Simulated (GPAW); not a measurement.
The system is Ge.

```
Ge
1.0
    -2.49590    2.65086    1.43695
     2.49590   -2.65086    1.43695
     2.49590    2.65086   -1.43695
Ge
2
Direct
  0.31406 0.06406 0.25000
  0.68594 0.93594 0.75000
```

This isn't the form of Ge at room conditions, which is diamond.

| Quantity | Value |
| --- | --- |
| Program | GPAW 26.7.0 |
| Task | relaxation of cell and atoms |
| Functional | revPBE |
| Dispersion | D4 |
| Potentials or basis | the program's PAW data sets (release 1.2.1) made for this functional |
| Cutoff | 600 eV |
| Basis | pw |
| k mesh | 8 × 8 × 8 |
| Occupations | fermi-dirac, width 0.05 eV |
| Spin | no spin polarisation |

At the start: pressure -3.0 GPa; volume 19.01 Å³/atom.

**Question.** How do energy, volume and symmetry change on relaxing?

**Answer.** Over 7 steps the energy falls by 8.6 meV/atom and the volume is 18.25 Å³/atom (-4.0 %); space group Imma (No. 74, to 0.05 Å).

Step by step:
```
step  energy change (eV)  largest force (eV/Å)  pressure (GPa)  volume (Å³)
   1              0.0000                0.0179           -3.01        38.03
   2             -0.0051                0.0185           -2.51        37.74
   3             -0.0164                0.0203            0.24        36.35
   4             -0.0165                0.0198            0.10        36.42
   5             -0.0169                0.0173           -0.12        36.52
   6             -0.0172                0.0141           -0.15        36.54
   7             -0.0172                0.0127           -0.06        36.50
```

Final structure:
```
CELL_PARAMETERS angstrom
-2.44370 2.60734 1.43210
2.44370 -2.60734 1.43210
2.44370 2.60734 -1.43210
ATOMIC_POSITIONS crystal
Ge 0.31597 0.06597 0.25000
Ge 0.68403 0.93403 0.75000
```

Caveat: later steps reuse the first step's grids; pairwise dispersion overbinds metals, which lowers pressure and volume.
